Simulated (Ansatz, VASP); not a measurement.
## Sb: VASP beside Ansatz

Contents of INCAR:

```
SYSTEM = Sb
PREC = Accurate
ENCUT = 520
EDIFF = 1E-8
ISMEAR = -1
SIGMA = 0.05
LREAL = .False.
LASPH = .True.
NELM = 80
ALGO = Normal
ISIF = 2
LWAVE = .False.
LCHARG = .False.
GGA = PS
LEFG = .True.
NBANDS = 12
```

KPOINTS

```
Automatic mesh
0
Gamma
  9 9 9
  0 0 0
```

POSCAR

```
Sb
1.0
    2.1506003320      1.2416496806      3.7440000000
   -2.1506003320      1.2416496806      3.7440000000
    0.0000000000     -2.4832993611      3.7440000000
Sb
2
Direct
    0.2336400000      0.2336400000      0.2336400000
    0.7663600000      0.7663600000      0.7663600000
```

Input for Ansatz:

```yaml
crystal:
  lattice:
    - [2.150600332, 1.2416496806, 3.744]
    - [-2.150600332, 1.2416496806, 3.744]
    - [0.0, -2.4832993611, 3.744]
  atoms:
    - { symbol: Sb, position: [0.23364, 0.23364, 0.23364] }
    - { symbol: Sb, position: [0.76636, 0.76636, 0.76636] }
kpoints:
  mp_grid: { grid: [9, 9, 9] }
  band_path:
    path:
      - [0.0, 0.0, 0.0]
      - [0.5, 0.5, 0.5]
      - [0.7600111779, 0.2399888221, 0.5]
      - [0.5, -0.2399888221, 0.2399888221]
      - [0.5, 0.0, 0.0]
      - [0.0, 0.0, 0.0]
      - [0.369994411, -0.369994411, 0.0]
      - [0.630005589, 0.0, 0.369994411]
      - [0.5, 0.0, 0.5]
    npoints: 5
scf:
  occupations: { method: fermi_dirac, width: 0.05 }
hamiltonian:
  xc: pbesol
  pseudopotentials: { kind: paw }
output:
  forces: true
  stress: true
  eigenvalues: true
  efg: { contact_densities: true }
  write_density: true
  write_potential: true
  elf: true
  volumetric_format: npy
```

Alike in both runs: task electric field gradients; functional PBEsol; k mesh 9 × 9 × 9; occupations fermi-dirac, width 0.05 eV; no spin polarisation.

|  | VASP | Ansatz |
| --- | --- | --- |
| version | VASP 6.6.1 | Ansatz 0.2.0 |
| potentials or method | VASP PAW PBE potentials, release 64 (Sb) | PAW with Ansatz's default frozen-core files, scalar-relativistic |
| plane-wave cutoff (eV) | 520 | 420 |
| valence electrons in the cell | 10 | 30 |

```tsv
	VASP	Ansatz	Ansatz less VASP
pressure (GPa)	0.6	0.4	-0.19
largest component of the traceless stress (GPa)	0.38	0.33	-0.052
rms of the force components (eV/Å)	0.116	0.083	-0.0326
Vzz of the field gradient on the site that differs most (V/Å²)	-43.1	-47.1	-3.95
```

Atom by atom the forces differ by 0.033 eV/Å (rms over components). The functional is the same, so the differences come from potentials, cutoffs and numerics. The two sets of potentials don't hold the same shells in valence. Ansatz warned: «gradients_without_spin_orbit».

Caveats: the PAW data sets were made with another functional, which shifts forces and pressure a little (VASP); spin-orbit coupling is left out, which moves the levels of the heavy elements; an odd mesh through Γ misses points on the zone boundary, where band edges often lie.
